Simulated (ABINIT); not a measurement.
Input of an ABINIT 10.8.3 (patched build) run:

File run.py:

```python
import json, os
import numpy as np
from ase.units import GPa
from ase.calculators.abinit import Abinit, AbinitProfile
from ase.io import read

atoms = read('As.xyz')

profile = AbinitProfile(command='abinit', pp_paths=[os.path.abspath('pseudos')])
params = dict(
    pps='pawxml', xc='PBE',
    chksymtnons=0,
    tolsym=1e-06,
    ecut=408.1708,
    pawecutdg=816.3416,
    pawxcdev=0,
    kptopt=1,
    ngkpt=[9, 10, 11],
    nshiftk=1,
    shiftk=[0.0, 0.0, 0.0],
    ixc=11,
    nband=12,
    occopt=3,
    tsmear=0.05,
    nstep=100,
    tolvrs=1e-09,
    prtwf=0,
    prtden=0,
)

atoms.calc = Abinit(profile=profile, directory='run', **params)
energy = atoms.get_potential_energy()
forces = atoms.get_forces()
stress = atoms.get_stress()
print(f'energy {energy:.6f} eV')
print('forces (eV/A)')
print(np.round(forces, 5))
print('stress (GPa, Voigt, tension positive)', np.round(stress / GPa, 4))
json.dump(dict(energy=energy, forces=forces.tolist(), stress=stress.tolist(), cell=atoms.cell.tolist(), frac=atoms.get_scaled_positions(wrap=False).tolist()), open('results.json', 'w'))
```

File As.xyz:

```xyz
1
Lattice="2.9794804000 -0.1006165900 0.3237709600 -0.1006165900 2.5830128800 0.2618843200 0.3237709600 0.2618843200 2.5485519600" Properties=species:S:1:pos:R:3 pbc="T T T"
As     1.6013173850      1.3721403050      1.5671036200
```

Potentials or basis: JTH PAW PBE v2.0.

Run with:

```sh
$ python run.py
```

Q: Predict the pressure.

A: 7.5 GPa.

Q: Predict the band gap on the k mesh.

A: None (metal or under the smearing width).

Stress tensor (GPa, compression positive):
```
-4.70 -0.20 -2.34
-0.20 12.81 -5.72
-2.34 -5.72 14.39
```
